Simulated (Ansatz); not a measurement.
**LiH and its competing phases**

These are results of Ansatz 0.2.0, DFT PBE, scalar-relativistic, plane waves, PAW, not measurements. Settings: cutoff 420 eV, Γ-centred meshes spaced at most about 0.3 Å⁻¹ (2π included), Gaussian smearing. No spin polarisation.

Energies over the elements count from the elements' standard structures at the same level (H₂ as a molecule), with no fitted energy shifts.

These are static total energies at zero pressure. With hydrogen, zero-point motion can shift formation energies by some tens of meV/atom.

The competitors are the elements and 1 reference phase of this chemical system (from databases or known types: LiH), relaxed at the same level; other known phases may be missing.

The candidate was reached from: ordered vacancies on the anion sites of fluorite.

```
Li H
1.0
     0.00000    2.14418    2.14418
     2.14418    0.00000    2.14418
     2.14418    2.14418    0.00000
Li H
1 1
Cartesian
  0.0000 0.0000 0.0000
  3.2163 3.2163 3.2163
```

Task: Where does it stand against these competitors?

Result: Not the lowest form: another structure of the same formula lies lower. Its formation energy is -0.369 eV/atom. The lowest competing phase at this composition is this:

| phase | space group | source | share of atoms | ΔE_f (eV/atom) |
| --- | --- | --- | --- | --- |
| LiH | Fm-3m (No. 225) | textbook type | 1.0000 | -0.417 |

The candidate lies 48 meV/atom above this phase. The candidate matches no cell in the subsets of the Crystallography Open Database and the Materials Project at hand. That margin is within the range where metastable phases are often made. Checks: no imaginary mode on a 4×4×4 q mesh. It has the zinc blende type.
